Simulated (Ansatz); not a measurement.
Se:

```
Se
1.0
     4.36620    0.00000    0.00000
    -2.18310    3.78124    0.00000
     0.00000    0.00000    4.95360
Se
3
Direct
  0.77460 0.77460 0.00000
  0.00000 0.22540 0.66667
  0.22540 0.00000 0.33333
```

Base run:

| Item | Value |
| --- | --- |
| Program | Ansatz 0.2.0 |
| Functional | PBE |
| Potentials or basis | Ansatz PAW |
| Cutoff | 420 eV (not typed: the program's choice for these potentials) |
| k mesh | 5 × 5 × 4 |
| Occupations | fermi-dirac, width 0.05 eV |
| Spin | no spin polarisation |

Its results: pressure 2.8 GPa; largest force 0.404 eV/Å.

Q: The run is repeated on the same cell with these changes: functional from PBE to r2SCAN0; cutoff from 420 eV (not typed: the program's choice for these potentials) to 500 eV (not typed: the program's choice for these potentials); k mesh from 5 × 5 × 4 to 4 × 4 × 3. What comes out?

A: Pressure -0.1 GPa; largest force 0.395 eV/Å.

Several settings changed at once, so the effect can't be laid on one alone.

Caveats: some runs use coarse meshes; the PAW data sets come from PBE, with cores solved anew for the run's functional, which leaves a small shift of forces and pressure (some runs); the thresholds are loose for stress (some runs).
